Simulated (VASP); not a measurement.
# Ge (P6_3/mmc) in VASP: reference runs

Aim: a first look at Ge with PBE, on the cell as given and on a disturbed one.

Everything below comes from runs of VASP 6.6.1. Logs are shortened: lines on timing, memory, paths and dates and some standing lists are left out, and cuts for length are marked.

**1. The structure**

The structure is hexagonal, space group P6_3/mmc (No. 194). Conventional cell: a = 4.003 Å, b = 4.003 Å, c = 13.157 Å, α = 90.00°, β = 90.00°, γ = 120.00°. Ge (site symmetry 3m) is surrounded by 4 Ge at 2.45 to 2.47 Å. Around Ge (site symmetry 3m) lie 4 Ge at 2.45 Å.

This isn't the form of Ge at room conditions, which is diamond.

**2. Single point, PBE**

INCAR reads:

```
SYSTEM = Ge
PREC = Accurate
ENCUT = 520
EDIFF = 1E-7
ISMEAR = -1
SIGMA = 0.05
LREAL = .False.
LASPH = .True.
NELM = 60
ALGO = Normal
ISIF = 2
LWAVE = .False.
LCHARG = .False.
GGA = PE
NBANDS = 66
```

KPOINTS reads:

```
Automatic mesh
0
Gamma
  8 8 2
  0 0 0
```

POSCAR reads:

```
Ge
1.0
    4.0031158814      0.0000000000      0.0000000000
   -2.0015579407      3.4668000476      0.0000000000
    0.0000000000      0.0000000000     13.1567068600
Ge
8
Direct
    0.3333333333      0.6666666667      0.1559415700
    0.6666666667      0.3333333333      0.8440584300
    0.6666666667      0.3333333333      0.6559415700
    0.3333333333      0.6666666667      0.3440584300
    0.0000000000      0.0000000000      0.0931488400
    0.0000000000      0.0000000000      0.9068511600
    0.0000000000      0.0000000000      0.5931488400
    0.0000000000      0.0000000000      0.4068511600
```

Potentials or basis: VASP PAW PBE potentials, release 64 (Ge_d).

Started as:

```bash
cat potpaw_PBE.64/Ge_d/POTCAR > POTCAR
mpirun -np 1 vasp_std > vasp.out
```

OUTCAR:

```text
SYSTEM = Ge
   PREC = Accurate
   ENCUT = 520
   EDIFF = 1E-7
   ISMEAR = -1
   LREAL = .False.
   LASPH = .True.
   NELM = 60
   ISIF = 2
   GGA = PE

 ion  position               nearest neighbor table
   1  0.333  0.667  0.156-   5 2.45   5 2.45   5 2.45   4 2.47
   2  0.667  0.333  0.844-   6 2.45   6 2.45   6 2.45   3 2.47
   3  0.667  0.333  0.656-   7 2.45   7 2.45   7 2.45   2 2.47
   4  0.333  0.667  0.344-   8 2.45   8 2.45   8 2.45   1 2.47
   5  0.000  0.000  0.093-   6 2.45   1 2.45   1 2.45   1 2.45
   6  0.000  0.000  0.907-   5 2.45   2 2.45   2 2.45   2 2.45
   7  0.000  0.000  0.593-   8 2.45   3 2.45   3 2.45   3 2.45
   8  0.000  0.000  0.407-   7 2.45   4 2.45   4 2.45   4 2.45

  LATTYP: Found a hexagonal cell.
 ALAT       =     4.0031158814
 C/A-ratio  =     3.2866165382

  Lattice vectors:

 A1 = (   4.0031158814,   0.0000000000,   0.0000000000)
 A2 = (  -2.0015579407,   3.4668000476,   0.0000000000)
 A3 = (   0.0000000000,   0.0000000000,  13.1567068600)

Analysis of symmetry for initial positions (statically):
=====================================================================
 Subroutine PRICEL returns:
 Original cell was already a primitive cell.

 Routine SETGRP: Setting up the symmetry group for a
 hexagonal supercell.

 Subroutine GETGRP returns: Found 24 space group operations
 (whereof 12 operations were pure point group operations)
 out of a pool of 24 trial point group operations.

The static configuration has the point symmetry D_3d.
 The point group associated with its full space group is D_6h.

Analysis of symmetry for dynamics (positions and initial velocities):
=====================================================================
 Subroutine PRICEL returns:
 Original cell was already a primitive cell.

 Routine SETGRP: Setting up the symmetry group for a
 hexagonal supercell.

 Subroutine GETGRP returns: Found 24 space group operations
 (whereof 12 operations were pure point group operations)
 out of a pool of 24 trial point group operations.

The dynamic configuration has the point symmetry D_3d.
 The point group associated with its full space group is D_6h.

 Subroutine INISYM returns: Found 24 space group operations
 (whereof 12 operations are pure point group operations),
 and found     1 'primitive' translations

[... 104 lines left out ...]
   NSW    =      0    number of steps for IOM
   IBRION =     -1    ionic relax: 0-MD 1-quasi-New 2-CG
   NFREE  =      0    steps in history (QN), initial steepest desc. (CG)
   ISIF   =      2    stress and relaxation
   ISYM   =      2    0-nonsym 1-usesym 2-fastsym
   POTIM  = 0.5000    time-step for ionic-motion
   TEBEG  =    0.0;   TEEND  =   0.0 temperature during run
   PSTRESS=    0.0 pullay stress
   NELECT =     112.0000    total number of electrons
   NUPDOWN=      -1.0000    fix difference up-down
   EMIN   =  10.00;   EMAX   =-10.00  energy-range for DOS
   EFERMI =   0.00;   METHOD = LEGACY
   ISMEAR =    -1;   SIGMA  =   0.05  broadening in eV -4-tet -1-fermi 0-gaus
   EFERMI_NEDOS =   21; number of points for ismear=-14 and -15
   IALGO  =     38    algorithm
   IMIX   =      4    mixing-type and parameters
     AMIX     =   0.40;   BMIX     =  1.00
     AMIX_MAG =   1.60;   BMIX_MAG =  1.00
  volume/ion in A,a.u.               =      22.82       154.02
  Fermi-wavevector in a.u.,A,eV,Ry     =   1.390986  2.628583 26.325128  1.934842
  Thomas-Fermi vector in A             =   2.514869
   LORBIT       =      0    0 simple, 1 ext, 2 COOP (PROOUT), +10 PAW based schemes
   GGA     = PE    functional components
   LHFCALC =     F    Hartree Fock is set to
   AEXX    =    0.0000 exact exchange contribution
   IVDW    =     0    specifies the selected vdW correction
   LEPSILON=     F    determine dielectric tensor
   LRPA    =     F    only Hartree local field effects (RPA)
 non-spin polarized calculation
  energy-cutoff  :      520.00
  volume of cell :      182.59
 maximum number of plane-waves:      4987
 NGX is ok and might be reduce to    30
   NGX = 15   NGY = 15   NGZ = 49

 number of electron     112.0000142 magnetization

 Free energy of the ion-electron system (eV)
  ---------------------------------------------------
  ext. energy  EPLUGINS =         0.00000000
  ---------------------------------------------------
  free energy    TOTEN  =       -35.98818637 eV

  energy without entropy =      -35.98540940  energy(sigma->0) =      -35.98679788

 E-fermi :   4.9803     XC(G=0):  -9.8843

 val. band max:        4.9245810878   @ k =   0.0000   0.0000   0.0000
 cond. band min:       4.9973664247   @ k =   0.0000   0.0000   0.0000
 fundamental gap:      0.0727853369
 Fermi energy:         4.9803480918

 k-point     1 :       0.0000    0.0000    0.0000
  band No.  band energies     occupation
      1     -19.9237      2.00000
      2     -19.9237      2.00000
      3     -19.9148      2.00000
      4     -19.9148      2.00000
      5     -19.9104      2.00000
      6     -19.9104      2.00000
[... 1369 lines left out ...]
     65      10.2369      0.00000
     66      10.2381      0.00000

------------------------ aborting loop because EDIFF is reached ----------------------------------------

  FORCE on cell =-STRESS in cart. coord.  units (eV):
  Direction    XX          YY          ZZ          XY          YZ          ZX
  --------------------------------------------------------------------------------------
  -------------------------------------------------------------------------------------
  Total        3.4075324      3.4075324      3.1566006      0.0000000      0.0000000      0.0000000
  in kB       29.9003602     29.9003602     27.6984883      0.0000000      0.0000000      0.0000000
  external PRESSURE =      29.1664029 kB  Pullay stress =       0.0000000 kB

 VOLUME and BASIS-vectors are now :
 -----------------------------------------------------------------------------
  energy-cutoff  :      520.00
  volume of cell :      182.59
      direct lattice vectors                 reciprocal lattice vectors
     4.003115881  0.000000000  0.000000000     0.249805409  0.144225220  0.000000000
    -2.001557941  3.466800048  0.000000000     0.000000000  0.288450440  0.000000000
     0.000000000  0.000000000 13.156706860     0.000000000  0.000000000  0.076006862

 POSITION                                       TOTAL-FORCE (eV/Angst)
 -----------------------------------------------------------------------------------
     -0.00000      2.31120      2.05168        -0.000000      0.000000      0.004429
      2.00156      1.15560     11.10503         0.000000     -0.000000     -0.004429
      2.00156      1.15560      8.63003         0.000000     -0.000000      0.004429
     -0.00000      2.31120      4.52668        -0.000000     -0.000000     -0.004429
      0.00000      0.00000      1.22553         0.000000     -0.000000      0.003519
      0.00000      0.00000     11.93117         0.000000      0.000000     -0.003519
      0.00000      0.00000      7.80389        -0.000000      0.000000      0.003519
      0.00000      0.00000      5.35282        -0.000000     -0.000000     -0.003519
 -----------------------------------------------------------------------------------
    total drift:                                0.000000      0.000000      0.000000

  FREE ENERGIE OF THE ION-ELECTRON SYSTEM (eV)
  ---------------------------------------------------
  free  energy   TOTEN  =       -35.9881863674 eV

  energy  without entropy=      -35.9854093977  energy(sigma->0) =      -35.98679788
```

OSZICAR:

```text
N       E                     dE             d eps       ncg     rms          rms(c)
DAV:   1     0.138139398014E+04    0.13814E+04   -0.51692E+04  3088   0.468E+03
DAV:   2     0.242503107970E+03   -0.11389E+04   -0.11063E+04  2640   0.113E+03
DAV:   3    -0.107212061146E+02   -0.25322E+03   -0.24224E+03  2774   0.270E+02
DAV:   4    -0.354070336593E+02   -0.24686E+02   -0.24017E+02  3076   0.904E+01
DAV:   5    -0.363081454305E+02   -0.90111E+00   -0.89314E+00  2984   0.190E+01    0.645E+00
DAV:   6    -0.360999265923E+02    0.20822E+00   -0.32991E-01  3130   0.337E+00    0.374E+00
DAV:   7    -0.359781705036E+02    0.12176E+00   -0.19622E-01  3030   0.419E+00    0.308E-01
DAV:   8    -0.359850880100E+02   -0.69175E-02   -0.31942E-02  3210   0.448E+00    0.181E-01
DAV:   9    -0.359876097469E+02   -0.25217E-02   -0.60715E-03  4054   0.137E+00    0.738E-02
DAV:  10    -0.359881663126E+02   -0.55657E-03   -0.16762E-03  2900   0.285E-01    0.226E-02
DAV:  11    -0.359881774643E+02   -0.11152E-04   -0.52424E-05  4622   0.846E-02    0.108E-02
DAV:  12    -0.359881848903E+02   -0.74260E-05   -0.17735E-05  4414   0.145E-01    0.464E-03
DAV:  13    -0.359881862855E+02   -0.13951E-05   -0.12398E-05  2996   0.271E-02    0.192E-03
DAV:  14    -0.359881863111E+02   -0.25688E-07   -0.10019E-06  2874   0.207E-02    0.565E-04
DAV:  15    -0.359881863674E+02   -0.56290E-07   -0.15831E-07  1746   0.144E-02
   1 F= -.35988186E+02 E0= -.35986798E+02  d E =-.277697E-02
```

It took 2.2 min on 1 thread of Intel Xeon 6975P-C (Granite Rapids), shared host; peak memory 0.37 GiB.

Results:

| Item | Value |
| --- | --- |
| Free energy | -35.9882 eV |
| Pressure | 2.9 GPa |
| Largest force | 0.004 eV/Å |
| Band gap on the k mesh | none (metal or under the smearing width) |

Forces on the atoms (eV/Å):
```
Ge   0.000  0.000  0.004
Ge   0.000  0.000 -0.004
Ge   0.000  0.000  0.004
Ge   0.000  0.000 -0.004
Ge   0.000  0.000  0.004
Ge   0.000  0.000 -0.004
Ge   0.000  0.000  0.004
Ge   0.000  0.000 -0.004
```

Levels at points of the mesh, in eV from the Fermi level:
| k point | band 53 | band 54 | band 55 | band 56 | band 57 | band 58 | band 59 | band 60 |
| --- | --- | --- | --- | --- | --- | --- | --- | --- |
| (0.00, 0.00, 0.00) | -0.86 | -0.15 | -0.06 | 0.02 | 0.02 | 0.03 | 0.49 | 0.80 |
| (0.50, 0.00, 0.00) | -2.43 | -2.42 | -1.84 | -1.46 | 0.21 | 0.36 | 0.61 | 1.42 |
| (0.00, 0.00, 0.50) | -0.32 | -0.32 | -0.32 | -0.32 | 0.17 | 0.17 | 1.13 | 1.13 |
| (0.50, 0.00, 0.50) | -2.61 | -2.61 | -1.80 | -1.80 | 0.65 | 0.65 | 1.27 | 1.27 |

**3. Single point, PBE (atoms moved at random, drawn with an rms of 0.05 Å)**

INCAR reads:

```
PREC     = Accurate       # precision mode
ENCUT    = 520            # plane-wave cutoff, eV
EDIFF    = 1E-7           # SCF threshold, eV
ISMEAR   = -1             # smearing method
SIGMA    = 0.05           # smearing width, eV
LREAL    = F              # projectors in reciprocal space
LASPH    = T              # aspherical terms in the spheres
NELM     = 60             # most SCF steps
ALGO     = Normal         # electronic algorithm
ISIF     = 2              # what is computed and relaxed
LWAVE    = F              # write WAVECAR
LCHARG   = T              # write CHGCAR
GGA      = PE             # functional
LELF     = T              # ELF
LVHAR    = T            
NBANDS   = 66             # bands
```

KPOINTS reads:

```
Automatic mesh
0
Gamma
  8 8 2
```

POSCAR reads:

```
Ge
1.0
    4.0031158814      0.0000000000      0.0000000000
   -2.0015579407      3.4668000476      0.0000000000
    0.0000000000      0.0000000000     13.1567068600
Ge
8
Direct
    0.3346370000      0.6727400000      0.1566030000
    0.6813070000      0.3351140000      0.8437720000
    0.6702350000      0.3384810000      0.6538540000
    0.3350480000      0.6674420000      0.3412270000
    0.0079120000      0.0065790000      0.0929860000
    0.0080740000     -0.0033380000      0.9077150000
    0.0034960000      0.0177880000      0.5979260000
   -0.0002980000      0.0062010000      0.4094050000
```

Potentials or basis: VASP PAW PBE potentials, release 64 (Ge_d).

Started as:

```bash
cat potpaw_PBE.64/Ge_d/POTCAR > POTCAR
mpirun -np 1 vasp_std > vasp.out
```

OUTCAR:

```text
PREC = Accurate
   ENCUT = 520
   EDIFF = 1E-7
   ISMEAR = -1
   LREAL = F
   LASPH = T
   NELM = 60
   ISIF = 2
   GGA = PE

 ion  position               nearest neighbor table
   1  0.335  0.673  0.157-   4 2.43   5 2.44   5 2.46   5 2.48
   2  0.681  0.335  0.844-   6 2.44   6 2.45   6 2.48   3 2.50
   3  0.670  0.338  0.654-   7 2.38   7 2.43   7 2.47   2 2.50
   4  0.335  0.667  0.341-   1 2.43   8 2.46   8 2.47   8 2.50
   5  0.008  0.007  0.093-   6 2.44   1 2.44   1 2.46   1 2.48
   6  0.008  0.997  0.908-   5 2.44   2 2.44   2 2.45   2 2.48
   7  0.003  0.018  0.598-   3 2.38   3 2.43   3 2.47   8 2.48
   8  1.000  0.006  0.409-   4 2.46   4 2.47   7 2.48   4 2.50

  LATTYP: Found a hexagonal cell.
 ALAT       =     4.0031158814
 C/A-ratio  =     3.2866165382

  Lattice vectors:

 A1 = (   4.0031158814,   0.0000000000,   0.0000000000)
 A2 = (  -2.0015579407,   3.4668000476,   0.0000000000)
 A3 = (   0.0000000000,   0.0000000000,  13.1567068600)

Analysis of symmetry for initial positions (statically):
[... 194 lines left out ...]
  band No.  band energies     occupation
      1     -20.0613      2.00000
      2     -20.0397      2.00000
      3     -19.9832      2.00000
      4     -19.9816      2.00000
      5     -19.9702      2.00000
      6     -19.9305      2.00000
[... 1645 lines left out ...]
     65       9.2518      0.00000
     66       9.8128      0.00000

 [... further k-points ...]

------------------------ aborting loop because EDIFF is reached ----------------------------------------

  FORCE on cell =-STRESS in cart. coord.  units (eV):
  Direction    XX          YY          ZZ          XY          YZ          ZX
  --------------------------------------------------------------------------------------
  -------------------------------------------------------------------------------------
  Total        3.6374870      3.3863401      3.1819724     -0.4293991      0.2323861      0.1534423
  in kB       31.9181620     29.7144028     27.9211199     -3.7678842      2.0391375      1.3464232
  external PRESSURE =      29.8512282 kB  Pullay stress =       0.0000000 kB

 VOLUME and BASIS-vectors are now :
 -----------------------------------------------------------------------------
  energy-cutoff  :      520.00
  volume of cell :      182.59
      direct lattice vectors                 reciprocal lattice vectors
     4.003115881  0.000000000  0.000000000     0.249805409  0.144225220  0.000000000
    -2.001557941  3.466800048  0.000000000     0.000000000  0.288450440  0.000000000
     0.000000000  0.000000000 13.156706860     0.000000000  0.000000000  0.076006862

 POSITION                                       TOTAL-FORCE (eV/Angst)
 -----------------------------------------------------------------------------------
     -0.00694      2.33226      2.06038         0.258705      0.007260     -0.328619
      2.05660      1.16177     11.10126        -0.186625     -0.178100     -0.027623
      2.00554      1.17345      8.60257        -0.295030      0.497734      0.609181
      0.00531      2.31389      4.48942        -0.175642      0.175601      0.713599
      0.01850      0.02281      1.22339        -0.248668     -0.024066      0.114439
     -1.96256      3.45523     11.94254         0.149958      0.193273     -0.174522
     -0.02161      0.06167      7.86674         0.321081     -0.517924     -0.682365
      3.98951      0.02150      5.38642         0.176221     -0.153780     -0.224090
 -----------------------------------------------------------------------------------
    total drift:                                0.000291     -0.002971      0.004486

  FREE ENERGIE OF THE ION-ELECTRON SYSTEM (eV)
  ---------------------------------------------------
  free  energy   TOTEN  =       -35.9125883692 eV

  energy  without entropy=      -35.9096779670  energy(sigma->0) =      -35.91113317
```

OSZICAR:

```text
N       E                     dE             d eps       ncg     rms          rms(c)
DAV:   1     0.140235593240E+04    0.14024E+04   -0.51385E+04 10368   0.469E+03
DAV:   2     0.245685169594E+03   -0.11567E+04   -0.11236E+04  8976   0.113E+03
DAV:   3    -0.100672537662E+02   -0.25575E+03   -0.24507E+03  9376   0.271E+02
DAV:   4    -0.352755747234E+02   -0.25208E+02   -0.24425E+02 10294   0.909E+01
DAV:   5    -0.362332605981E+02   -0.95769E+00   -0.94930E+00 10042   0.194E+01    0.646E+00
DAV:   6    -0.360227941029E+02    0.21047E+00   -0.34424E-01 14292   0.590E+00    0.375E+00
DAV:   7    -0.359023251539E+02    0.12047E+00   -0.24525E-01  9954   0.389E+00    0.322E-01
DAV:   8    -0.359096253443E+02   -0.73002E-02   -0.41059E-02 10138   0.361E+00    0.203E-01
DAV:   9    -0.359116708334E+02   -0.20455E-02   -0.43270E-03 11270   0.201E+00    0.915E-02
DAV:  10    -0.359125142352E+02   -0.84340E-03   -0.18741E-03 10568   0.619E-01    0.258E-02
DAV:  11    -0.359125528367E+02   -0.38602E-04   -0.38296E-04 10876   0.409E-01    0.144E-02
DAV:  12    -0.359125775219E+02   -0.24685E-04   -0.11626E-04  9878   0.280E-01    0.603E-03
DAV:  13    -0.359125855710E+02   -0.80491E-05   -0.41371E-05  9840   0.112E-01    0.254E-03
DAV:  14    -0.359125877371E+02   -0.21661E-05   -0.15134E-05 10702   0.542E-02    0.203E-03
DAV:  15    -0.359125881933E+02   -0.45618E-06   -0.18555E-06  9810   0.428E-02    0.106E-03
DAV:  16    -0.359125883339E+02   -0.14067E-06   -0.73803E-07  9712   0.165E-02    0.461E-04
DAV:  17    -0.359125883692E+02   -0.35307E-07   -0.45118E-07  7736   0.113E-02
   1 F= -.35912588E+02 E0= -.35911133E+02  d E =-.291040E-02
```

stdout:

```text
POSCAR found type information on POSCAR Ge
 POSCAR found :  1 types and       8 ions
 scaLAPACK will be used
 LDA part: xc-table for (Slater+PW92), standard interpolation
 POSCAR, INCAR and KPOINTS ok, starting setup
 FFT: planning ... GRIDC
 FFT: planning ... GRID_SOFT
 FFT: planning ... GRID
 WAVECAR not read
 entering main loop
```

Run time: 8.5 min. Hardware: 1 thread of Intel Xeon 6975P-C (Granite Rapids), shared host; peak memory 0.64 GiB.

What came out:

| Item | Value |
| --- | --- |
| Free energy | -35.9126 eV |
| Pressure | 3.0 GPa |
| Largest force | 0.915 eV/Å |
| Band gap on the k mesh | none (metal or under the smearing width) |

Forces in eV/Å, atoms in the order of the input:
```
Ge   0.259  0.007 -0.329
Ge  -0.187 -0.178 -0.028
Ge  -0.295  0.498  0.609
Ge  -0.176  0.176  0.714
Ge  -0.249 -0.024  0.114
Ge   0.150  0.193 -0.175
Ge   0.321 -0.518 -0.682
Ge   0.176 -0.154 -0.224
```
